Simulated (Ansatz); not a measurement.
# NaH (Fm-3m): optical spectrum, by script

Where does NaH (Fm-3m) absorb light? Wanted for NaH (Fm-3m): an optical spectrum.

Program: Ansatz 0.2.0, driven from Python. Level of theory: DFT revPBE, plane waves, PAW. These are calculated values, not measurements.

## 1. The structure

The structure is cubic, space group Fm-3m (No. 225). The conventional cell has a = 4.880 Å, b = 4.880 Å, c = 4.880 Å, α = 90.00°, β = 90.00°, γ = 90.00°. Na (site symmetry m-3m) has 6 H at 2.44 Å as nearest neighbours. Around H (site symmetry m-3m) lie 6 Na at 2.44 Å.

The script reads nah.extxyz:

```xyz
2
Lattice="0.0 2.44 2.44 2.44 0.0 2.44 2.44 2.44 0.0" Properties=species:S:1:pos:R:3 pbc="T T T"
Na    0.00000000    0.00000000    0.00000000
H     2.44000000    2.44000000    2.44000000
```

## 2. The code

File optics_nah.py:

```python
"""Independent-particle optical spectrum of NaH."""

import ansatz as az
import numpy as np

system = az.Crystal.from_extxyz("nah.extxyz")

base = (
    system.calculation()
    .functional("revpbe")
    .kpoints(mesh=(6, 6, 6), center="gamma")
    .basis(630)
    .occupations("fixed")
    .scf(max_iterations=200, self_checks="high")
    .optics(energy_step=0.1, nscf_kmesh=(8, 8, 8))
)
done = base.run()
spectra = done.optics()
energy, filling = np.asarray(spectra.photon_energy_ev), spectra.band_filling
gapped = filling.kind == "insulating"
eps1 = np.asarray(filling.eps1 if gapped else filling.eps1_interband)[:3].mean(axis=0)
eps2 = np.asarray(filling.eps2 if gapped else filling.eps2_interband)[:3].mean(axis=0)
print("filling:", filling.kind, "- valid up to", round(spectra.valid_up_to_ev, 2), "eV,", spectra.n_bands, "bands")
top = min(8, spectra.valid_up_to_ev)
# mean of xx, yy and zz; between bands only where the bands are partly filled
print("E (eV)    eps1      eps2")
for e in np.arange(0.5, top + 0.01, 0.5):
    print(f"{e:5.1f} {np.interp(e, energy, eps1):9.3f} {np.interp(e, energy, eps2):9.3f}")
if gapped:
    print("eps_inf, bands beyond those summed included:", np.round(filling.eps_inf[:3], 3))
print("f-sum electrons:", np.round(filling.get("f_sum_n_eff"), 3))
```

## 3. The input behind the calls

The engine receives this input:

```yaml
crystal:
  lattice:
    - [0.0, 2.44, 2.44]
    - [2.44, 0.0, 2.44]
    - [2.44, 2.44, 0.0]
  atoms:
    - { symbol: Na, position: [0.0, 0.0, 0.0] }
    - { symbol: H, position: [0.5, 0.5, 0.5] }
basis:
  ecutwfc: 630.0
kpoints:
  mp_grid:
    grid: [6, 6, 6]
    shift: [0.0, 0.0, 0.0]
hamiltonian:
  xc: revpbe
scf:
  max_iter: 200
  self_checks: high
  occupations:
    method: fixed
output:
  optics:
    de: 0.1
    nscf_kmesh:
      grid: [8, 8, 8]
```

## 4. Running it

The run is started by

```sh
python optics_nah.py
```

Q: Predict the main results. Wanted: free energy; gap on the mesh; spectrum valid up to.

**Answer**, as computed:

```
            quantity                              value
         free energy  -1504.6885 eV (-752.3443 eV/atom)
     gap on the mesh                            3.94 eV
spectrum valid up to                            10.5 eV
```

The spectrum is that of independent particles, from transitions between bands: no excitons. The bands solved make it valid up to 10.5 eV only. On the mesh the gap is 3.94 eV; the true edges may lie between its points. Semilocal functionals usually give gaps below the measured ones. Reading the output:
- Independent-particle spectra on Kohn-Sham bands hold no excitons.
